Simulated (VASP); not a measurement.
Runs of VASP 6.6.1 on Ni. Symmetry: Fm-3m, No. 225, cubic system. Conventional cell: a = 3.475 Å, b = 3.475 Å, c = 3.475 Å, α = 90.00°, β = 90.00°, γ = 90.00°. Ni (site symmetry m-3m) has 12 Ni at 2.46 Å as nearest neighbours. 

```csv
task,level,potentials or basis,cell,k mesh,cutoff (eV),smearing,ions in elastic constants,gap on the mesh (eV),pressure (GPa),moment (μB)
phonons,PBEsol,"VASP PAW PBE potentials, release 64 (Ni)",relaxed,10 × 10 × 10,600,fermi-dirac 0.05 eV,-,-,-,0.70
elastic constants,PBEsol,"VASP PAW PBE potentials, release 64 (Ni)",relaxed,10 × 10 × 10,600,fermi-dirac 0.05 eV,relaxed,-,-,0.70
single point,PBE,"VASP PAW PBE potentials, release 64 (Ni)",as given,13 × 13 × 13,520,gaussian 0.014 eV,-,none,7.8,0.62
elastic constants,LDA,"VASP PAW LDA potentials, release 64 (Ni)",relaxed,10 × 10 × 10,600,fermi-dirac 0.05 eV,relaxed,-,-,0.64
phonons,LDA,"VASP PAW LDA potentials, release 64 (Ni)",relaxed,10 × 10 × 10,600,fermi-dirac 0.05 eV,-,-,-,0.64
phonons,PBE,"VASP PAW PBE potentials, release 64 (Ni)",relaxed,10 × 10 × 10,600,fermi-dirac 0.05 eV,-,-,-,0.71
single point,PBE,"VASP PAW PBE potentials, release 64 (Ni)",as given,13 × 13 × 13,520,gaussian 0.028 eV,-,none,(a),0.62
elastic constants,PBE,"VASP PAW PBE potentials, release 64 (Ni)",relaxed,10 × 10 × 10,600,fermi-dirac 0.05 eV,relaxed,-,-,0.71
```

Alike in all rows: spin collinear, ferromagnetic start.

**Question.** Estimate the missing entries.

**Answer.** (a) 7.7.

Caveats: some modes are imaginary (some runs); the PAW data sets were made with another functional, which shifts forces and pressure a little (some runs).

A gap of «none» marks a metal or a gap under the smearing width.
